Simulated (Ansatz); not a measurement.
## ZrS under changes of volume

One of the cells (18.088 Å³/atom); the others are scaled copies at fixed shape and fractional positions:

```xyz
2
Lattice="0.0000 2.6250 2.6250 2.6250 0.0000 2.6250 2.6250 2.6250 0.0000" Properties=species:S:1:pos:R:3 pbc="T T T"
Zr    0.0000    0.0000    0.0000
S     2.6250    2.6250    2.6250
```

* Program: Ansatz 0.2.0
* Functional: m-r2SCAN
* Potentials or basis: Ansatz PAW
* Cutoff: 500 eV (not typed: the program's choice for these potentials)
* k mesh: 9 × 9 × 9
* Occupations: gaussian, width 0.01 eV
* Spin: spin-orbit coupling, no magnetisation

| volume (Å³/atom) | energy over the lowest point (meV/atom) | pressure (GPa) |
| --- | --- | --- |
| 17.003 | 17.69 | 7.3 |
| 17.364 | 5.15 | 3.9 |
| 17.726 | 0.00 | 0.8 |
| 18.088 | ? | ? |
| 18.450 | 8.89 | -4.5 |
| 18.811 | 21.61 | -6.7 |
| 19.173 | 39.06 | -8.7 |

**Question.** What does the run at 18.088 Å³/atom give?

**Answer.** Energy over the lowest point 1.48 meV/atom; pressure -2.0 GPa.

Worked out: A Birch-Murnaghan fit of order 3 (a polynomial in V^(-2/3)) to the other rows has its minimum at 17.82 Å³/atom with B0 = V·E''(V) = 140 GPa and B' = 4.5. It gives 1.48 meV/atom at 18.088 Å³/atom, against the run's 1.48, and -dE/dV = -2.0 GPa, against -2.0.

Energies are extrapolated to zero smearing.

Caveats: the PAW data sets come from PBE, with cores solved anew for the run's functional, which leaves a small shift of forces and pressure.
